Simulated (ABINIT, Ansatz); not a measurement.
## CsH (Fm-3m): from Born charge to LO-TO splitting

How high does the longitudinal optical mode of CsH (Fm-3m) lie, given the transverse one, the Born charge and ε∞?

Calculated with ABINIT 10.8.3; DFT LDA, scalar-relativistic, plane waves, PseudoDojo norm-conserving pseudopotentials.

The database entry behind the starting cell differs from later determinations by our own check (0.1 to 0.3 % short, probably kX units), so it need not match the best structure at ambient conditions.

## 1. The relaxed structure

The structure is cubic, space group Fm-3m (No. 225). Conventional cell: a = 6.095 Å, b = 6.095 Å, c = 6.095 Å, α = 90.00°, β = 90.00°, γ = 90.00°. Nearest to Cs lie 6 H at 3.05 Å. Nearest to H lie 6 Cs at 3.05 Å. Farther neighbours are not listed.

Structure file:

```xyz
2
Lattice="-3.0474 0.0000 3.0474 0.0000 3.0474 3.0474 -3.0474 3.0474 0.0000" Properties=species:S:1:pos:R:3 pbc="T T T"
Cs    0.0000    0.0000    0.0000
H    -3.0474    3.0474    3.0474
```

This is the cell after its relaxation at this level of theory, not the database cell from which that began.

## 2. What the response run gave

A linear-response run on the relaxed cell, with the response to an electric field; only its zone-centre results are used. Cutoff 31 Ha, k mesh 6×6×6.

Numbers of over 12 decimals in the logs are rounded to 6 here.

Log:

```text
[banners, grids, parts of the stress and lines that vanish by symmetry left out]
- input  file    -> dfpt_gamma.abi
- output file    -> dfpt_gamma.abo
- root for input  files -> dfpt_gammai
[...]
DATASET    1 : space group Fm -3 m (#225); Bravais cF (face-center cubic)
[...]
nfft =       91125          nkpt =         112
[...]
DATASET    2 : space group Fm -3 m (#225); Bravais cF (face-center cubic)
[...]
nfft =       91125          nkpt =         112
[...]
== DATASET  1 ==================================================================
[...]
cutoff_energies: {ecut:  31.0, pawecutdg:  -1.0, }
[...]
-  1.00000   1.00000  180309                  znucl, zion, pspdat
[...]
Perturbation : derivative vs k along direction   1
[...]
-ETOT  1  -10.150782701448     -1.015E+01 8.485E-02 0.000E+00
 ETOT  2  -10.156737604281     -5.955E-03 4.838E-04 0.000E+00
 ETOT  3  -10.156895402938     -1.578E-04 2.669E-05 0.000E+00
 ETOT  4  -10.156902048703     -6.646E-06 1.421E-06 0.000E+00
 ETOT  5  -10.156902384517     -3.358E-07 1.143E-07 0.000E+00
[...]
At SCF step   17   max residual=  9.97E-21 < tolwfr=  1.00E-20 =>converged.
[...]
Perturbation : derivative vs k along direction   2
[...]
-ETOT  1  -10.150791502917     -1.015E+01 8.485E-02 0.000E+00
[...]
At SCF step   17   max residual=  9.97E-21 < tolwfr=  1.00E-20 =>converged.
[...]
Perturbation : derivative vs k along direction   3
[...]
-ETOT  1  -10.150782701685     -1.015E+01 8.485E-02 0.000E+00
[...]
At SCF step   17   max residual=  9.97E-21 < tolwfr=  1.00E-20 =>converged.
[...]
1        1       1.9531870492   -0.0000000000
     1        2      -0.9765935246    0.0000000000
     1        3      -0.9765935246   -0.0000000000
     2        1      -0.9765935246    0.0000000000
     2        2       1.9531870491   -0.0000000000
     2        3       0.9765935246   -0.0000000000
     3        1      -0.9765935246   -0.0000000000
     3        2       0.9765935246   -0.0000000000
     3        3       1.9531870492    0.0000000000
[...]
== DATASET  2 ==================================================================
[...]
cutoff_energies: {ecut:  31.0, pawecutdg:  -1.0, }
[...]
Perturbation : displacement of atom   1   along direction   1
[...]
-ETOT  1  0.862245     -6.195E+02 3.075E+00 5.048E+01
[...]
At SCF step   10       vres2   =  6.75E-12 < tolvrs=  1.00E-10 =>converged.
[...]
Perturbation : displacement of atom   2   along direction   1
[...]
-ETOT  1  0.774922     -6.263E+01 2.691E-01 1.348E+03
[...]
At SCF step   10       vres2   =  5.14E-11 < tolvrs=  1.00E-10 =>converged.
[...]
Perturbation : homogeneous electric field along direction   1
[...]
-ETOT  1  -66.678599608099     -6.668E+01 5.731E+00 1.967E+04
[...]
ETOT 10  -71.754220095387     -1.661E-10 1.779E-11 2.169E-09
 ETOT 11  -71.754220095397     -9.180E-12 1.287E-12 1.781E-11
 At SCF step   11       vres2   =  1.78E-11 < tolvrs=  1.00E-10 =>converged.
[...]
Dielectric tensor, in cartesian coordinates,
[...]
1    4   1    4         3.6440666401        -0.0000000000
   1    4   2    4         0.0000000000        -0.0000000000
   1    4   3    4         0.0000000000        -0.0000000000
   2    4   1    4         0.0000000000        -0.0000000000
   2    4   2    4         3.6440666401        -0.0000000000
   2    4   3    4        -0.0000000000        -0.0000000000
   3    4   1    4         0.0000000000        -0.0000000000
   3    4   2    4        -0.0000000000        -0.0000000000
   3    4   3    4         3.6440666401        -0.0000000000
  Effective charges, in cartesian coordinates,
[...]
1    1   1    4         1.1548541020         0.0000000000
   2    1   1    4         0.0000000000         0.0000000000
   3    1   1    4        -0.0000000000         0.0000000000
   1    2   1    4        -1.1589952739         0.0000000000
   2    2   1    4         0.0000000000         0.0000000000
[...]
Effective charges, in cartesian coordinates,
[...]
2    4   1    2         0.0000000000         0.0000000000
   3    4   1    2         0.0000000000         0.0000000000
   1    4   2    2         0.0000000000         0.0000000000
   2    4   2    2        -1.1589952941         0.0000000000
   3    4   2    2         0.0000000000         0.0000000000
   1    4   3    2        -0.0000000000         0.0000000000
   2    4   3    2         0.0000000000         0.0000000000
   3    4   3    2        -1.1589952941         0.0000000000
  Phonon wavevector (reduced coordinates) :  0.00000  0.00000  0.00000
 Phonon energies in Hartree :
[...]
Phonon frequencies in cm-1    :
-  7.755449E-02  7.755506E-02  7.755676E-02  4.521943E+02  4.521943E+02
-  4.521943E+02
  Phonon at Gamma, with non-analyticity in the
[...]
Phonon energies in Hartree :
[...]
Phonon frequencies in cm-1    :
-  7.755449E-02  7.755506E-02  1.338654E-01  4.521943E+02  4.521943E+02
-  7.244320E+02
  Phonon at Gamma, with non-analyticity in the
[...]
Phonon energies in Hartree :
[...]
Phonon frequencies in cm-1    :
-  7.755449E-02  7.755676E-02  1.338644E-01  4.521943E+02  4.521943E+02
-  7.244320E+02
  Phonon at Gamma, with non-analyticity in the
[...]
Phonon energies in Hartree :
[...]
Phonon frequencies in cm-1    :
-  7.755506E-02  7.755676E-02  1.338641E-01  4.521943E+02  4.521943E+02
-  7.244320E+02
[...]
fcart2     0.0000000000E+00  0.0000000000E+00  0.0000000000E+00
           strten2     0.0000000000E+00  0.0000000000E+00  0.0000000000E+00
================================================================================
```

```tsv
quantity	value
cell volume Ω (Å³)	56.602
mass of Cs (u)	132.905
mass of H (u)	1.008
Born charge of Cs, raw (e)	1.155
Born charge of H, raw (e)	-1.159
ε∞	3.644
ω(TO) after the sum rule (cm⁻¹)	452.2
```

## 3. The calculation

The charges must sum to zero over the cell; taking off their mean, -0.002 e, leaves Z* = 1.157 e on Cs. In the polar mode Cs moves against H, so the reduced mass is μ = 132.91 × 1.01 / 133.91 = 1.000 u.

A longitudinal wave builds up a field that adds to the restoring force: ω(LO)² = ω(TO)² + 4π Z*² / (μ Ω ε∞), in Hartree atomic units. With μ = 1824 electron masses and Ω = 381.97 bohr³ the second term is 6.6264e-06 Ha², or 319188 cm⁻² (1 Ha = 219474.6 cm⁻¹).

So ω(LO) = √(204476 + 319188) = 723.6 cm⁻¹, and by the Lyddane-Sachs-Teller relation ε₀ = ε∞ (ω(LO)/ω(TO))² = 9.33.

## 4. Check against the program

The analysis program adds the same non-analytic term to the full matrix.

Log:

```text
[banners, grids, parts of the stress and lines that vanish by symmetry left out]
-outvars_anaddb: echo values of input variables ----------------------

 Flags :
[...]
Dielectric Tensor and Effective Charges
[...]
Effective charge tensors after
[...]
Phonon wavevector (reduced coordinates) :  0.00000  0.00000  0.00000
 Phonon energies in Hartree :
[...]
Phonon energies in meV     :
-  0.000000E+00  0.000000E+00  0.000000E+00  5.606488E+01  5.606488E+01
-  5.606488E+01
 Phonon frequencies in cm-1    :
-  0.000000E+00  0.000000E+00  0.000000E+00  4.521938E+02  4.521938E+02
-  4.521938E+02
 Phonon frequencies in Thz     :
-  0.000000E+00  0.000000E+00  0.000000E+00  1.355643E+01  1.355643E+01
-  1.355643E+01
 Phonon energies in Kelvin  :
-  0.000000E+00  0.000000E+00  0.000000E+00  6.506059E+02  6.506059E+02
-  6.506059E+02
[...]
-  1  0.00000000E+00  0.00000000E+00  2.02398817E-03
-     0.00000000E+00  0.00000000E+00  0.00000000E+00
-  2  0.00000000E+00  0.00000000E+00  2.02399343E-03
-     0.00000000E+00  0.00000000E+00  0.00000000E+00
[...]
-  1  0.00000000E+00  2.02398817E-03  0.00000000E+00
-     0.00000000E+00  0.00000000E+00  0.00000000E+00
-  2  0.00000000E+00  2.02399343E-03  0.00000000E+00
-     0.00000000E+00  0.00000000E+00  0.00000000E+00
[...]
-  1  2.02398818E-03  0.00000000E+00  0.00000000E+00
-     0.00000000E+00  0.00000000E+00  0.00000000E+00
-  2  2.02399343E-03  0.00000000E+00  0.00000000E+00
-     0.00000000E+00  0.00000000E+00  0.00000000E+00
[...]
-  1  0.00000000E+00  0.00000000E+00 -1.76260525E-04
-     0.00000000E+00  0.00000000E+00  0.00000000E+00
-  2 -2.14024407E-06  6.35729199E-06  2.32413834E-02
-     0.00000000E+00  0.00000000E+00  0.00000000E+00
[...]
-  1  0.00000000E+00  1.76260525E-04  0.00000000E+00
-     0.00000000E+00  0.00000000E+00  0.00000000E+00
-  2 -5.79601115E-07 -2.32413835E-02  6.35723864E-06
-     0.00000000E+00  0.00000000E+00  0.00000000E+00
[...]
-  1  1.76260531E-04  0.00000000E+00  0.00000000E+00
-     0.00000000E+00  0.00000000E+00  0.00000000E+00
-  2 -2.32413843E-02  5.79015668E-07 -2.14040253E-06
-     0.00000000E+00  0.00000000E+00  0.00000000E+00
[...]
-     1          0.000000    -0.000000    -0.000002     0.000002
-     2         -0.000000    -0.000002     0.000000     0.000002
-     3         -0.000002     0.000000     0.000000     0.000002
-     4          0.000107    -0.000319    -1.165665     1.165665
-     5          0.000029     1.165665    -0.000319     1.165665
-     6          1.165665    -0.000029     0.000107     1.165665
[...]
-   1     Real    0.0000E+00  0.0000E+00  0.0000E+00  0.0000E+00  0.0000E+00  0.0000E+00  0.0000E+00
[...]
-  8.972165E+01
 Phonon frequencies in cm-1    :
-  0.000000E+00  0.000000E+00  0.000000E+00  4.521938E+02  4.521938E+02
-  7.236539E+02
 Phonon frequencies in Thz     :
-  0.000000E+00  0.000000E+00  0.000000E+00  1.355643E+01  1.355643E+01
-  2.169460E+01
 Phonon energies in Kelvin  :
-  0.000000E+00  0.000000E+00  0.000000E+00  6.506059E+02  6.506059E+02
-  1.041176E+03
[...]
-  1  0.00000000E+00  0.00000000E+00  2.02398817E-03
-     0.00000000E+00  0.00000000E+00  0.00000000E+00
-  2  0.00000000E+00  0.00000000E+00  2.02399343E-03
-     0.00000000E+00  0.00000000E+00  0.00000000E+00
[...]
Phonon at Gamma, with non-analyticity in the
[...]
Phonon energies in Hartree :
[...]
Phonon energies in meV     :
-  0.000000E+00  0.000000E+00  0.000000E+00  5.606488E+01  5.606488E+01
-  8.972165E+01
 Phonon frequencies in cm-1    :
-  0.000000E+00  0.000000E+00  0.000000E+00  4.521938E+02  4.521938E+02
-  7.236539E+02
 Phonon frequencies in Thz     :
-  0.000000E+00  0.000000E+00  0.000000E+00  1.355643E+01  1.355643E+01
-  2.169460E+01
 Phonon energies in Kelvin  :
-  0.000000E+00  0.000000E+00  0.000000E+00  6.506059E+02  6.506059E+02
-  1.041176E+03
[...]
Phonon at Gamma, with non-analyticity in the
[...]
Phonon energies in Hartree :
[...]
Phonon energies in meV     :
-  0.000000E+00  0.000000E+00  0.000000E+00  5.606488E+01  5.606488E+01
-  8.972165E+01
 Phonon frequencies in cm-1    :
-  0.000000E+00  0.000000E+00  0.000000E+00  4.521938E+02  4.521938E+02
-  7.236539E+02
 Phonon frequencies in Thz     :
-  0.000000E+00  0.000000E+00  0.000000E+00  1.355643E+01  1.355643E+01
-  2.169460E+01
 Phonon energies in Kelvin  :
-  0.000000E+00  0.000000E+00  0.000000E+00  6.506059E+02  6.506059E+02
-  1.041176E+03
[...]
-  1  1.64126048E-05 -2.02335900E-03 -4.77194172E-05
-     0.00000000E+00  0.00000000E+00  0.00000000E+00
-  2  1.64137318E-05 -2.02336317E-03 -4.77184568E-05
-     0.00000000E+00  0.00000000E+00  0.00000000E+00
[...]
-  1  2.02388757E-03  1.61309220E-05  1.21261813E-05
-     0.00000000E+00  0.00000000E+00  0.00000000E+00
-  2  2.02389175E-03  1.61298809E-05  1.21251298E-05
-     0.00000000E+00  0.00000000E+00  0.00000000E+00
[...]
-  1  2.99662487E-05  1.06920139E-04 -1.36886387E-04
-     0.00000000E+00  0.00000000E+00  0.00000000E+00
-  2 -3.95129356E-03 -1.40982897E-02  1.80495832E-02
-     0.00000000E+00  0.00000000E+00  0.00000000E+00
[...]
-  1  1.40761763E-04 -9.63324144E-05 -4.44293490E-05
-     0.00000000E+00  0.00000000E+00  0.00000000E+00
-  2 -1.85605831E-02  1.27022121E-02  5.85837094E-03
-     0.00000000E+00  0.00000000E+00  0.00000000E+00
[...]
Direction                     Dielectric constant
[...]
0.00000   0.00000   1.00000      9.33252025
   1.00000   1.00000   1.00000      9.33252025
-
```

```tsv
quantity	by hand	program
ω(LO) (cm⁻¹)	723.6	723.6
ε₀	9.33	9.33
```

## 5. Results

```yaml
to_mode: 452.2 cm⁻¹
lo_mode: 723.6 cm⁻¹
static_dielectric_constant: 9.332
```

**Reading.** The LO mode of CsH (Fm-3m) lies at 724 cm⁻¹, 271 cm⁻¹ above the TO mode; the formula meets the program within 0.1 cm⁻¹, as it must for a cubic crystal with one polar mode. ω(LO)² − ω(TO)² goes with Z*²/ε∞: an error of 5 % in ε∞ would move the LO mode by 10.6 cm⁻¹, and semilocal functionals tend to overestimate ε∞. These are harmonic values at zero temperature, at the volume of this functional, for the structure held cubic; stability elsewhere in the zone is no part of this calculation.

[Host names and launcher messages were left out of these logs when they were recorded.]

[Logs are printed without paths, hosts, clocks, repeated set-up lines and the standing remarks that a program may print on its own settings, such as how far it seeks lower states.]

[Hosts, paths, dates, database ids (printed as entryN), source tags and the programs' standing remarks are cut or masked in the printed files.]
